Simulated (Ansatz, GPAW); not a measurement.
This is a calculation of KBr for Ansatz 0.2.0. 

input.yaml

```yaml
crystal:
  lattice:
    - [0.0, 3.3, 3.3]
    - [3.3, 0.0, 3.3]
    - [3.3, 3.3, 0.0]
  atoms:
    - { symbol: Br, position: [0.5, 0.5, 0.5] }
    - { symbol: K, position: [0.0, 0.0, 0.0] }
kpoints:
  mp_grid: { grid: [7, 7, 7] }
scf:
  occupations: { method: gaussian, width: 0.022 }
hamiltonian:
  xc: pbe
  pseudopotentials: { kind: all_electron, lapw: { basis_error: 0.001 } }
output:
  forces: true
  stress: true
  eigenvalues: true
```

Potentials or basis: all-electron LAPW, scalar-relativistic.

Run with:

```console
$ ansatz run input.yaml --threads 1 --pin off --max-ram 3072MiB --backend cpu --events-out ev --progress --plain --runs-dir out
```

Translate it to GPAW 26.7.0 (ASE script). Potentials or basis there: GPAW PAW data sets (gpaw-data 1.2.1), cutoff 600 eV.

As run (cutoffs and basis follow the program's own potentials, and thresholds, step limits or extra output files can differ):

File run.py:

```python
from ase.dft.bandgap import bandgap
from ase.io import read, write
from ase.units import GPa
from gpaw import GPAW, PW

atoms = read('POSCAR')

calc = GPAW(mode=PW(600),
            xc='PBE',
            kpts={'size': (7, 7, 7), 'gamma': True},
            occupations={'name': 'methfessel-paxton', 'order': 0, 'width': 0.022},
            nbands=16,
            convergence={'density': 1e-05, 'energy': 1e-05},
            maxiter=150,
            txt='gpaw.txt')
atoms.calc = calc
energy = atoms.get_potential_energy()
forces = atoms.get_forces()
stress = atoms.get_stress()
calc.write('gs.gpw')
write('result.traj', atoms)
print(f'Energy: {energy:.6f} eV')
print('Forces (eV/A):')
print(forces.round(4))
print('Stress (GPa):', (stress / GPa).round(3))
print('Fermi level:', round(calc.get_fermi_level(), 4), 'eV')
print(f'Gap: {bandgap(calc)[0]:.4f} eV, direct: {bandgap(calc, direct=True)[0]:.4f} eV')
```

The input POSCAR:

```
KBr
1.0
    0.0000000000      3.3000000000      3.3000000000
    3.3000000000      0.0000000000      3.3000000000
    3.3000000000      3.3000000000      0.0000000000
Br K
1 1
Direct
    0.5000000000      0.5000000000      0.5000000000
    0.0000000000      0.0000000000      0.0000000000
```

Potentials or basis: GPAW PAW data sets (gpaw-data 1.2.1), pw.

Command:

```sh
$ OMP_NUM_THREADS=1 python run.py
```

Both were run:

|  | Ansatz | GPAW |
| --- | --- | --- |
| Pressure | 0.7 GPa | 0.7 GPa |

Where Ansatz's input types no cutoff or centring, it takes its own default and a Γ-centred mesh.

Pressure is positive in compression.
